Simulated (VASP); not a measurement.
Rb, 1 atom in the cell. Symmetry: I4/mmm, No. 139, tetragonal system. The conventional cell has a = 5.331 Å, b = 5.331 Å, c = 5.893 Å, α = 90.00°, β = 90.00°, γ = 90.00°. This isn't the form of Rb at room conditions, which is bcc. The cell isn't the ideal one: strain -0.050 along x and y, +0.050 along z, atoms carried along.

- Program: VASP 6.6.1
- Task: single point
- Functional: PBE
- Potentials or basis: VASP PAW PBE potentials, release 64 (Rb_sv)
- Cutoff: 520 eV
- k mesh: 12 × 12 × 12
- Occupations: gaussian, width 0.15 eV
- Spin: no spin polarisation
- Dipole correction: no
- Further INCAR settings: ALGO = Fast; EDIFF = 1e-06; NBANDS = 10

Potentials or basis: VASP PAW PBE potentials, release 64 (Rb_sv).

Launch:

```bash
$ cat potpaw_PBE.64/Rb_sv/POTCAR > POTCAR
$ mpirun -np 1 vasp_std > vasp.out
```

Hardware: 1 thread of Intel(R) Xeon(R) Platinum 8559C (Emerald Rapids), on a shared host.

**Question.** How long does it take, and how much memory?

**Answer.** Wall time 90 s on 1 thread of Intel(R) Xeon(R) Platinum 8559C (Emerald Rapids), with other jobs on the host, peak memory 0.28 GiB. Counts: scf iterations 11, k points 163.
